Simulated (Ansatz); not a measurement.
Runs of Ansatz 0.2.0 on GaN. It takes space group P6_3mc (No. 186, hexagonal). Conventional cell: a = 3.180 Å, b = 3.180 Å, c = 5.166 Å, α = 90.00°, β = 90.00°, γ = 120.00°. Ga (site symmetry 3m) has 4 N at 1.94 to 1.95 Å as nearest neighbours. Around N (site symmetry 3m) lie 4 Ga at 1.94 to 1.95 Å. 

```csv
potentials or basis,cutoff (eV),basis error allowed,gap on the mesh (eV),pressure (GPa),largest force (eV/Å)
all-electron PAW datasets made for the crystal,460,-,1.92,1.0,0.13
"all-electron LAPW, non-relativistic",395,0.002 eV/atom,2.10,(a),0.15
"all-electron LAPW, inner shells corrected to Dirac's equation",395,0.002 eV/atom,1.92,1.0,0.13
"all-electron LAPW, scalar-relativistic",395,0.002 eV/atom,1.92,1.0,0.13
```

Alike in all rows: task band structure; level PBEsol; no spin polarisation; cell as given; k mesh 10 × 10 × 5; smearing fermi-dirac 0.05 eV.

**Question.** Fill in the values left out.

**Answer.** (a) 2.6.

Caveats: relativity is left out, which matters for the heavier elements (some runs).

A k mesh can miss the band edges, and the runs leave out spin-orbit coupling on Ga.

The runs don't all hold the same shells in valence.
